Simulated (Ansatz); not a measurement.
# CdS (P6_3mc): cell relaxations under several functionals, by script

Aim: cell relaxations under several functionals, for CdS (P6_3mc), run from a script.

Computed with Ansatz 0.2.0 through its Python package. The levels of theory stand in the script.

## Step 1: The structure

The structure is hexagonal, space group P6_3mc (No. 186). Conventional cell: a = 4.150 Å, b = 4.150 Å, c = 6.737 Å, α = 90.00°, β = 90.00°, γ = 120.00°. Cd (site symmetry 3m) is surrounded by 4 S at 2.53 to 2.54 Å. S (site symmetry 3m) is surrounded by 4 Cd at 2.53 to 2.54 Å.

The script holds or builds the structure itself.

## Step 2: The script

File lattice_cds.py:

```python
import logging
import sys
import warnings

import ansatz as az
import numpy as np

logging.basicConfig(stream=sys.stdout, format="[%(levelname)s] %(message)s")
logger = logging.getLogger("cds")
logger.setLevel(logging.INFO)

def edges_and_angles(cell):
    cell = np.asarray(cell)
    a, b, c = np.linalg.norm(cell, axis=1)
    cosines = cell[1] @ cell[2] / (b * c), cell[0] @ cell[2] / (a * c), cell[0] @ cell[1] / (a * b)
    return (a, b, c, *np.degrees(np.arccos(cosines)))

warnings.simplefilter("ignore", az.DeckWarning)

xtal = (
    az.Lattice.from_parameters(4.15, 4.15, 6.737, alpha=90.0, beta=90.0, gamma=120.0)
    .atom("Cd", (1 / 3, 2 / 3, 0.0))
    .atom("Cd", (2 / 3, 1 / 3, 0.5))
    .atom("S", (1 / 3, 2 / 3, 0.375))
    .atom("S", (2 / 3, 1 / 3, 0.875))
)

job = (
    xtal.calculation()
    .kpoints(12, 12, 4)
    .occupations("fixed")
    .scf(tolerance=1e-09)
    .relax(cell=True, force_tolerance=0.02, max_steps=100)
)

levels = [("pbe", "d3bj"), ("revpbe", "d3bj"), ("pbesol", "none"), ("r2scan", "d4")]
logger.info("level            a       b       c    alpha   beta  gamma  V/atom  steps")
for name, dispersion in levels:
    seen = []
    run = job.functional(name, dispersion=dispersion).session().plan()
    result = run.execute(on_event=lambda e: seen.append(e) if e["event"] == "relax_step" else None)
    cell = result.lattice.cell_ang
    label = name if dispersion == "none" else f"{name}+{dispersion}"
    print("{:13s} {:7.4f} {:7.4f} {:7.4f} {:6.2f} {:6.2f} {:6.2f}".format(label, *edges_and_angles(cell)), f"{abs(np.linalg.det(cell)) / len(result.lattice.sites):7.3f} {len(seen):5d}")
```

## Step 3: The calls as engine input

The package turns the script's settings into the engine's input (first run):

```yaml
crystal:
  lattice:
    a: 4.15
    b: 4.15
    c: 6.737
    alpha: 90.0
    beta: 90.0
    gamma: 120.0
  atoms:
    - { symbol: Cd, position: [0.3333333333333333, 0.6666666666666666, 0.0] }
    - { symbol: Cd, position: [0.6666666666666666, 0.3333333333333333, 0.5] }
    - { symbol: S, position: [0.3333333333333333, 0.6666666666666666, 0.375] }
    - { symbol: S, position: [0.6666666666666666, 0.3333333333333333, 0.875] }
kpoints:
  mp_grid:
    grid: [12, 12, 4]
hamiltonian:
  xc: pbe
  dispersion: d3bj
scf:
  convergence:
    dr2_threshold: 1.0e-09
  occupations:
    method: fixed
relax:
  f_tol: 0.02
  max_steps: 100
  cell: {}
```

## Step 4: Running it

Launch:

```console
$ python lattice_cds.py
```

**Question.** Rank the levels of theory by the volume of the relaxed cell.

The runs gave:

| quantity | value |
| --- | --- |
| runs compared | 4 |
| relaxed volume | 24.70 (pbesol) to 25.11 Å³/atom (r2scan d4) |
| gap on the mesh | 1.09 (pbesol) to 1.66 eV (r2scan) |

In words: From smallest to largest: PBEsol (24.70 Å³ an atom, -1.7 % against the start), revPBE+D3BJ (24.86 Å³ an atom, -1.0 % against the start), PBE+D3BJ (25.08 Å³ an atom, -0.2 % against the start) and r2SCAN+D4 (25.11 Å³ an atom, +0.0 % against the start). The spread is 1.7 % in volume. In run 1, the volume shrank by 0.2 % over 2 moves, and the space group stayed P6_3mc. In run 4, the volume hardly changed, and the space group stayed P6_3mc. Caveats:
- The program warned that this SCF threshold is loose for forces or stresses.
- The script silences the warnings on its input, which a real study should read.
